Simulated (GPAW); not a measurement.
Runs of GPAW 26.7.0 on Sc. It takes space group P6_3/mmc (No. 194, hexagonal). The conventional cell has a = 3.309 Å, b = 3.309 Å, c = 5.273 Å, α = 90.00°, β = 90.00°, γ = 120.00°. Around Sc (site symmetry -6m2) lie 12 Sc at 3.26 to 3.31 Å. 

```tsv
task	level	potentials or basis	cell	band path	band points	optimizer	fmax	max steps	pressure (GPa)
band structure	M06-L	GPAW PAW data sets (gpaw-data 1.2.1), pw	as given	GMKGALHA,LM,KH	60	-	-	-	-1.2
band structure	rSCAN	GPAW PAW data sets (gpaw-data 1.2.1), pw	as given	GMKGALHA,LM,KH	80	-	-	-	-0.4
band structure	SOGGA	PAW data sets generated in the run's folder for this functional, pw	as given	GMKGALHA,LM,KH	80	-	-	-	(a)
relaxation of cell and atoms	r4SCAN	GPAW PAW data sets (gpaw-data 1.2.1), pw	relaxed	-	-	LBFGS	0.05 eV/Å	100	0.1
```

Alike in all rows: no spin polarisation; k mesh 7 × 7 × 4; cutoff (eV) 600; smearing fermi-dirac 0.05 eV.

Question: Estimate the missing entries.

Answer: (a) -3.1.

Caveats: the PAW data sets were made with another functional, which shifts forces and pressure a little (some runs); later steps reuse the first step's grids (some runs).

Runs at the PBE level aren't shown here.
